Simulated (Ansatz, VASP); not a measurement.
**One calculation of Ge, two programs**

```
Ge
1.0
     0.00000    2.88369    2.88369
     2.88369    0.00000    2.88369
     2.88369    2.88369    0.00000
Ge
2
Direct
  0.50000 0.50000 0.50000
  0.75000 0.75000 0.75000
```

Alike in both runs: task single point; functional PBE; k mesh 6 × 6 × 6; occupations gaussian, width 0.05 eV; no spin polarisation.

```csv
,VASP,Ansatz
version,VASP 6.6.1,Ansatz 0.2.0
potentials or method,"VASP PAW PBE potentials, release 64 (Ge_d)","scalar-relativistic, plane waves, PAW"
plane-wave cutoff (eV),520,600
valence electrons in the cell,28,28
```

|  | VASP | Ansatz | Ansatz less VASP |
| --- | --- | --- | --- |
| gap on the k mesh at the Fermi level (eV) | none | none | - |
| pressure (GPa) | -0.1 | -0.1 | +0.05 |

A gap of «none» marks a metal or a gap that the smearing closes.
